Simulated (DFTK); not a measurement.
# SrO (Fm-3m) in DFTK: notebook

One crystal, SrO, is run at these levels: RPBE, r2SCAN; tasks: equation of state, band structure.

Everything below comes from runs of DFTK 0.8.2. Logs are shortened: lines on timing, memory, paths and dates and some standing lists are left out, and cuts for length are marked.

## (1) The crystal as given

Symmetry: Fm-3m, No. 225, cubic system. The conventional cell has a = 5.133 Å, b = 5.133 Å, c = 5.133 Å, α = 90.00°, β = 90.00°, γ = 90.00°. Sr (site symmetry m-3m) has 6 O at 2.57 Å as nearest neighbours. O (site symmetry m-3m) has 6 Sr at 2.57 Å as nearest neighbours.

## (2) Equation of state, RPBE

Contents of run.jl:

```julia
using DFTK
using PseudoPotentialData
using Unitful, UnitfulAtomic
using LinearAlgebra, Printf
include("save.jl")
disable_threading()

lines = readlines("SrO.cif")
tag(name) = parse(Float64, split(only(filter(startswith(name), lines)))[2])
a, b, c = tag.(["_cell_length_a", "_cell_length_b", "_cell_length_c"])
α, β, γ = deg2rad.(tag.(["_cell_angle_alpha", "_cell_angle_beta", "_cell_angle_gamma"]))
cx, cy  = cos(β), (cos(α) - cos(β) * cos(γ)) / sin(γ)
lattice = austrip(1u"Å") * [a b*cos(γ) c*cx; 0 b*sin(γ) c*cy; 0 0 c*sqrt(1 - cx^2 - cy^2)]
sites     = split.(lines[findlast(startswith("_atom_site_"), lines)+1:end])
symbols   = [Symbol(s[2]) for s in sites]
positions = [parse.(Float64, s[5:7]) for s in sites]
pseudopotentials = Dict(:O => "O.upf", :Sr => "Sr.upf")
elements = Dict(s => ElementPsp(s, pseudopotentials; rcut=10.0) for s in unique(symbols))
atoms    = [elements[s] for s in symbols]

build_model(lattice, positions; symmetries=true) =
    model_DFT(lattice, atoms, positions;
              functionals=[:gga_x_rpbe, :gga_c_pbe],
              temperature=austrip(0.05u"eV"),
              smearing=Smearing.FermiDirac(),
              symmetries)
Ecut  = 35.0  # hartree
kgrid = [6, 6, 6]
tol   = 1e-6
to_GPa = ustrip(uconvert(u"GPa", 1u"hartree/bohr^3"))

results["points"] = []
for scale in [0.94, 0.96, 0.98, 1.0, 1.02, 1.04, 1.06]
    println("\n=== scale = ", scale)
    model = build_model(cbrt(scale) * lattice, positions)
    basis = PlaneWaveBasis(model; Ecut, kgrid)
    t0 = time()
    scfres = self_consistent_field(basis;
                                   tol,
                                   nbandsalg=AdaptiveBands(model; n_bands_converge=13))
    seconds = time() - t0
    @printf "SCF: %d iterations, %.1f s\n" scfres.n_iter seconds
    forces = compute_forces_cart(scfres)
    stress = compute_stresses_cart(scfres)
    @printf "V = %.5f Å^3  F = %.8f Ha  max force = %.5f eV/Å  p = %.4f GPa\n" ustrip(auconvert(u"Å^3", model.unit_cell_volume)) scfres.energies.total ustrip(auconvert(u"eV/Å", maximum(norm, forces))) (-tr(stress) / 3 * to_GPa)
    push!(results["points"], save_scf!(scfres; forces, stress, d=Dict{String,Any}("seconds" => seconds, "n_matvec" => get(scfres, :n_matvec, 0))))
end

# third-order Birch-Murnaghan fit in x = V^(-2/3)
V = [0.94, 0.96, 0.98, 1.0, 1.02, 1.04, 1.06] * abs(det(lattice))
E = [p["total"] for p in results["points"]]
x = V .^ (-2 / 3)
c = [x .^ 0 x x .^ 2 x .^ 3] \ E
Δ = c[3]^2 - 3c[2] * c[4]
if Δ > 0
    x0 = (-c[3] + sqrt(Δ)) / 3c[4]
    B0 = 4 / 9 * x0^(7 / 2) * (2c[3] + 6c[4] * x0)
    @printf "V0 = %.4f Å^3  B0 = %.2f GPa\n" ustrip(auconvert(u"Å^3", x0^(-3 / 2))) B0 * to_GPa
end
```

Contents of SrO.cif:

```cif
data_SrO
_cell_length_a 3.62929627
_cell_length_b 3.62929627
_cell_length_c 3.62929627
_cell_angle_alpha 60.00000000
_cell_angle_beta 60.00000000
_cell_angle_gamma 60.00000000
_space_group_name_H-M_alt 'P1'
_space_group_name_Hall 'P 1'
_space_group_IT_number 1
loop_
_space_group_symop_operation_xyz
'x,y,z'
loop_
_atom_site_label
_atom_site_type_symbol
_atom_site_symmetry_multiplicity
_atom_site_Wyckoff_symbol
_atom_site_fract_x
_atom_site_fract_y
_atom_site_fract_z
_atom_site_occupancy
Sr1 Sr 1 a 0.5000000000 0.5000000000 0.5000000000 1
O1 O 1 a 0.0000000000 0.0000000000 0.0000000000 1
```

Potentials or basis: SG15 1.2 (PBE).

Run with:

```
$ julia --threads=1 run.jl  # save.jl only writes the numbers to a file and isn't shown; printed stress counts tension as positive; times include loading and compiling
```

The program printed:

```text
=== scale = 0.94
n     Energy            log10(ΔE)   log10(Δρ)   Diag   Δtime
---   ---------------   ---------   ---------   ----   ------
  1   -47.13830322110                   -0.58    4.7    2.48s
  2   -47.24000607012       -0.99       -0.89    2.4    1.55s
  3   -47.25777962907       -1.75       -1.25    2.6    1.93s
  4   -47.26066885154       -2.54       -2.01    2.0    1.92s
  5   -47.26071918733       -4.30       -2.29    2.1    1.04s
  6   -47.26071863430   +   -6.26       -2.45    1.4    1.61s
  7   -47.26073037234       -4.93       -3.63    1.0    913ms
  8   -47.26073051035       -6.86       -3.51    3.4    2.09s
  9   -47.26073060209       -7.04       -4.16    1.3    956ms
 10   -47.26073060753       -8.26       -4.39    2.2    1.81s
[... 69 further cycles ...]
  3   -47.26402158598       -1.79       -1.29    2.5    1.97s
  4   -47.26644091451       -2.62       -1.99    2.0    1.24s
  5   -47.26654244607       -3.99       -2.31    2.2    1.76s
  6   -47.26654865082       -5.21       -2.49    1.1    998ms
  7   -47.26655837640       -5.01       -3.54    1.4    1.63s
  8   -47.26655856003       -6.74       -3.82    3.1    1.41s
  9   -47.26655858736       -7.56       -4.16    1.4    1.65s
 10   -47.26655859316       -8.24       -4.79    2.0    1.12s
 11   -47.26655859325      -10.03       -5.72    2.3    1.86s
 12   -47.26655859325      -11.27       -6.01    3.5    1.32s
SCF: 12 iterations, 19.6 s
V = 35.83093 Å^3  F = -47.26655859 Ha  max force = 0.00000 eV/Å  p = -1.1677 GPa
V0 = 36.0824 Å^3  B0 = 79.84 GPa
```

It took 5.1 min on 1 thread of Intel Xeon Platinum 8488C (Sapphire Rapids), shared host; peak memory 1.5 GiB.

Results:

* Equilibrium volume: 18.04 Å³/atom (rough: see the caveat)
* Bulk modulus: 80 GPa (rough)

Energy against volume, from the lowest point:
| volume (Å³/atom) | energy (meV/atom) |
| --- | --- |
| 15.887 | 79.29 |
| 16.225 | 54.21 |
| 16.563 | 34.60 |
| 16.901 | 19.87 |
| 17.239 | 9.35 |
| 17.577 | 2.71 |
| 17.915 | 0.00 |

Caveat: the minimum lies outside the volumes run; the cutoff is short for these potentials, so energies and forces aren't converged, fitted volumes are rough and the log's stress (off by 3 to 10 GPa or more in trials) isn't used; the potentials were made for another functional, which shifts forces and pressure.

## (3) Band structure, r2SCAN

Contents of run.jl:

```julia
using DFTK
using PseudoPotentialData
using Unitful, UnitfulAtomic
using LinearAlgebra, Printf
include("save.jl")
disable_threading()

# lattice vectors are the columns
lattice = austrip(1u"Å") * [           0.0         2.5663         2.5663;
                   2.5663            0.0         2.5663;
                   2.5663         2.5663            0.0]
symbols   = [:Sr, :O]
positions = [[0.5, 0.5, 0.5],
             [0.0, 0.0, 0.0]]
pseudopotentials = Dict(:O => "O.upf", :Sr => "Sr.upf")
elements = Dict(s => ElementPsp(s, pseudopotentials; rcut=10.0) for s in unique(symbols))
atoms    = [elements[s] for s in symbols]

build_model(lattice, positions; symmetries=true) =
    model_DFT(lattice, atoms, positions;
              functionals=r2SCAN(),
              temperature=austrip(0.05u"eV"),
              smearing=Smearing.FermiDirac(),
              symmetries)
Ecut  = 45.0  # hartree
kgrid = [7, 7, 7]
tol   = 1e-6
to_GPa = ustrip(uconvert(u"GPa", 1u"hartree/bohr^3"))

model = build_model(lattice, positions)
basis = PlaneWaveBasis(model; Ecut, kgrid)
display(basis)
scfres = self_consistent_field(basis;
                               tol,
                               nbandsalg=AdaptiveBands(model; n_bands_converge=13),
                               solver=ScfAndersonSolver())
display(scfres.energies)
@printf "Fermi level: %.6f eV\n" ustrip(auconvert(u"eV", something(scfres.εF, NaN)))
forces = compute_forces_cart(scfres)
println("Forces (eV/Å)")
for (s, f) in zip(symbols, forces)
    @printf "%-3s %12.6f %12.6f %12.6f\n" s ustrip.(auconvert.(u"eV/Å", f))...
end
stress = compute_stresses_cart(scfres)
println("Stress (GPa)")
display(round.(stress * to_GPa; digits=4))
println("Levels at the first k-point (eV): ", round.(ustrip.(auconvert.(u"eV", scfres.eigenvalues[1][1:scfres.n_bands_converge])); digits=4))
save_scf!(scfres; forces, stress)

points = Dict("G" => [0.0, 0.0, 0.0], "K" => [0.375, 0.375, 0.75], "L" => [0.5, 0.5, 0.5], "U" => [0.625, 0.25, 0.625], "W" => [0.5, 0.25, 0.75], "X" => [0.5, 0.0, 0.5])
segments = [("G", "X", 7), ("X", "W", 4), ("W", "K", 3), ("K", "G", 7), ("G", "L", 6), ("L", "U", 4), ("U", "W", 3), ("W", "L", 5), ("L", "K", 4), ("U", "X", 3)]
kcoords = vcat([[points[a] + t * (points[b] - points[a]) for t in range(0, 1, n)] for (a, b, n) in segments]...)
bands = compute_bands(scfres, ExplicitKpoints(kcoords); n_bands=15, tol=1e-5)
for (k, ε) in zip(bands.basis.kpoints, bands.eigenvalues)
    @printf "%d %8.4f %8.4f %8.4f " k.spin k.coordinate...
    println(join([@sprintf("%9.4f", e) for e in ustrip.(auconvert.(u"eV", ε .- scfres.εF))]))
end
results["band_energies"] = rows(bands.eigenvalues); results["band_kpoints"] = rows(kcoords)
```

Potentials or basis: SG15 1.2 (PBE).

Run with:

```
$ julia --threads=1 run.jl  # save.jl only writes the numbers to a file and isn't shown; printed stress counts tension as positive; times include loading and compiling
```

The program printed:

```text
PlaneWaveBasis discretization:

    Ecut                 : 45.0 Ha
    fft_size             : (45, 45, 45), 91125 total points
    kgrid                : MonkhorstPack([7, 7, 7])
    num.   red. kpoints  : 343
    num. irred. kpoints  : 20

    Discretized Model(mgga_x_r2scan+mgga_c_r2scan, 3D):
        lattice (in Bohr)    : [0         , 4.8496    , 4.8496    ]
                               [4.8496    , 0         , 4.8496    ]
                               [4.8496    , 4.8496    , 0         ]
        unit cell volume     : 228.11 Bohr³

        atoms                : OSr
        atom potentials      : ElementPsp(:Sr, "Sr.upf")
                               ElementPsp(:O, "O.upf")

        num. electrons       : 16
        spin polarization    : none
        temperature          : 0.0018375 Ha
        smearing             : DFTK.Smearing.FermiDirac()

        terms                : Kinetic()
                               AtomicLocal()
                               AtomicNonlocal()
                               Ewald(nothing)
                               PspCorrection()
                               Hartree()
                               Xc(mgga_x_r2scan, mgga_c_r2scan)
                               Entropy()
n     Energy            log10(ΔE)   log10(Δρ)   log10(Δτ)   Diag   Δtime
---   ---------------   ---------   ---------   ---------   ----   ------
  1   -47.16644946806                   -0.62        0.69    4.5    12.5s
  2   -47.25362218460       -1.06       -0.91       -0.24    2.8    8.79s
  3   -47.27080880526       -1.76       -1.48       -0.49    3.0    10.3s
  4   -47.27119640783       -3.41       -1.83       -0.92    1.1    6.48s
  5   -47.27121492471       -4.73       -2.28       -2.03    1.0    6.43s
  6   -47.27121952442       -5.34       -3.11       -2.55    2.0    7.78s
  7   -47.27121984692       -6.49       -3.57       -2.62    2.5    7.50s
  8   -47.27121989596       -7.31       -4.25       -4.20    2.0    8.35s
  9   -47.27121989644       -9.32       -4.86       -3.80    2.3    7.68s
 10   -47.27121989661       -9.78       -5.56       -5.20    2.2    7.37s
 11   -47.27121989662      -11.04       -6.45       -5.30    2.5    9.12s
Energy breakdown (in Ha):
    Kinetic             20.1471029
    AtomicLocal         -32.1022261
    AtomicNonlocal      0.8375568
    Ewald               -38.8850906
    PspCorrection       2.0770770
    Hartree             8.6728133
    Xc                  -8.0184532
    Entropy             0.0000000

    total               -47.271219896615
Fermi level: 6.053670 eV
Forces (eV/Å)
Sr      0.000000    -0.000000     0.000000
O       0.000000     0.000000    -0.000000
Stress (GPa)
3×3 StaticArraysCore.SMatrix{3, 3, Float64, 9} with indices SOneTo(3)×SOneTo(3):
 -1.3577   0.0     -0.0
 -0.0     -1.3577   0.0
  0.0     -0.0     -1.3577
Levels at the first k-point (eV): [-29.4501, -12.133, -10.2253, -10.2253, -10.2253, 4.0943, 4.0943, 4.0943, 8.6576, 10.999, 10.999, 10.999, 13.379]
1   0.0000   0.0000   0.0000  -35.5038 -18.1867 -16.2790 -16.2790 -16.2790  -1.9594  -1.9594  -1.9594   2.6039   4.9454   4.9454   4.9454   7.3253   7.3253  11.2061
1   0.0833   0.0000   0.0833  -35.4916 -18.3288 -16.3043 -16.3043 -16.1370  -2.3565  -1.9924  -1.9924   3.0030   4.5832   5.2535   5.2535   7.4240   7.7205  11.8472
1   0.1667   0.0000   0.1667  -35.4584 -18.5775 -16.3732 -16.3732 -15.9377  -3.0054  -2.0562  -2.0562   3.7998   3.8086   6.1006   6.1006   7.7077   8.6421  13.4462
1   0.2500   0.0000   0.2500  -35.4134 -18.7158 -16.4664 -16.4664 -15.9851  -3.2791  -2.0930  -2.0930   3.0172   4.6743   7.2962   7.2962   8.1349   9.3957  15.5579
1   0.3333   0.0000   0.3333  -35.3689 -18.6537 -16.5588 -16.5588 -16.3589  -3.0494  -2.0833  -2.0833   2.3893   5.5724   8.5771   8.5771   8.6223   9.4835  15.7837
1   0.4167   0.0000   0.4167  -35.3365 -18.3993 -16.9067 -16.6257 -16.6257  -2.5932  -2.0513  -2.0513   1.9948   6.3364   9.0315   9.2234   9.5996   9.5996  13.7237
[... 38 lines left out ...]
1   0.5625   0.1250   0.5625  -35.3245 -18.3665 -17.2048 -16.6217 -16.4639  -2.3751  -2.3084  -2.1805   2.2907   6.9545   7.9520   9.4584   9.7322  11.3209  12.5017
1   0.5000   0.0000   0.5000  -35.3248 -18.1768 -17.2476 -16.6501 -16.6501  -2.3616  -2.0348  -2.0348   1.8609   6.6344   9.1453   9.1959   9.9972   9.9972  12.8671
```

Run time: 3.9 min. Hardware: 1 thread of Intel Xeon Platinum 8488C (Sapphire Rapids), shared host; peak memory 1.7 GiB.

What came out:

```yaml
Free_energy: -1286.3154 eV
Pressure: 1.4 GPa
Band_gap_on_the_k_mesh: 3.92 eV, indirect (least direct gap 4.01 eV)
Band_gap_along_the_path: 3.82 eV, indirect (least direct gap 3.90 eV)
```

Levels at the corners of the path, in eV from the valence-band top:
| point | band 4 | band 5 | band 6 | band 7 | band 8 | band 9 | band 10 | band 11 | band 12 | band 13 |
| --- | --- | --- | --- | --- | --- | --- | --- | --- | --- | --- |
| Γ | -14.32 | -14.32 | 0.00 | 0.00 | 0.00 | 4.56 | 6.90 | 6.90 | 6.90 | 9.28 |
| X | -14.69 | -14.69 | -0.40 | -0.08 | -0.08 | 3.82 | 8.59 | 11.10 | 11.16 | 11.96 |
| W | -15.00 | -13.94 | -1.11 | -0.41 | -0.41 | 6.64 | 6.64 | 9.45 | 11.97 | 12.36 |
| K | -14.59 | -14.15 | -0.92 | -0.56 | -0.44 | 5.36 | 8.59 | 9.56 | 10.98 | 12.00 |
| Γ | -14.32 | -14.32 | 0.00 | 0.00 | 0.00 | 4.56 | 6.90 | 6.90 | 6.90 | 9.28 |
| L | -14.40 | -13.45 | -2.13 | -1.11 | -1.11 | 7.20 | 9.05 | 9.66 | 9.66 | 12.94 |
| U | -14.59 | -14.15 | -0.92 | -0.56 | -0.44 | 5.36 | 8.59 | 9.56 | 10.98 | 12.00 |
| W | -15.00 | -13.94 | -1.11 | -0.41 | -0.41 | 6.64 | 6.64 | 9.45 | 11.97 | 12.36 |
| L | -14.40 | -13.45 | -2.13 | -1.11 | -1.11 | 7.20 | 9.05 | 9.66 | 9.66 | 12.94 |
| K | -14.59 | -14.15 | -0.92 | -0.56 | -0.44 | 5.36 | 8.59 | 9.56 | 10.98 | 12.00 |
| U | -14.59 | -14.15 | -0.92 | -0.56 | -0.44 | 5.36 | 8.59 | 9.56 | 10.98 | 12.00 |
| X | -14.69 | -14.69 | -0.40 | -0.08 | -0.08 | 3.82 | 8.59 | 11.10 | 11.16 | 11.96 |

Caveat: the potentials were made for another functional, which shifts forces and pressure; the mesh misses the band edges, which the band path finds closer together.

## (4) For comparison

An earlier run on the cell as given: functional PBE; potentials or basis dojo.nc.sr.pbe.v0_4_1.standard.upf (PBE); cutoff 1143 eV; k mesh 9 × 9 × 9; occupations fermi-dirac, width 0.05 eV; no spin polarisation.

* Pressure: 3.1 GPa
* Band gap on the k mesh: 3.38 eV, indirect (least direct gap 3.46 eV)

## (5) The runs side by side

```csv
task,level,potentials or basis,k mesh,cutoff (eV),SCF solver,gap on the mesh (eV),pressure (GPa)
equation of state,RPBE,SG15 1.2 (PBE),6 × 6 × 6,952,-,-,-
band structure,r2SCAN,SG15 1.2 (PBE),7 × 7 × 7,1225,ScfAndersonSolver,3.92,1.4
single point,PBE,dojo.nc.sr.pbe.v0_4_1.standard.upf (PBE),9 × 9 × 9,1143,-,3.38,3.1
```

Alike in all rows: no spin polarisation; cell as given; smearing fermi-dirac 0.05 eV.

Caveats: the potentials were made for another functional, which shifts forces and pressure (some runs); the minimum lies outside the volumes run (some runs); the mesh misses the band edges, which the band path finds closer together (some runs); an odd mesh through Γ misses points on the zone boundary, where band edges often lie (some runs).

Total energies depend on the potentials used, so only differences within one code and one set of settings carry meaning.
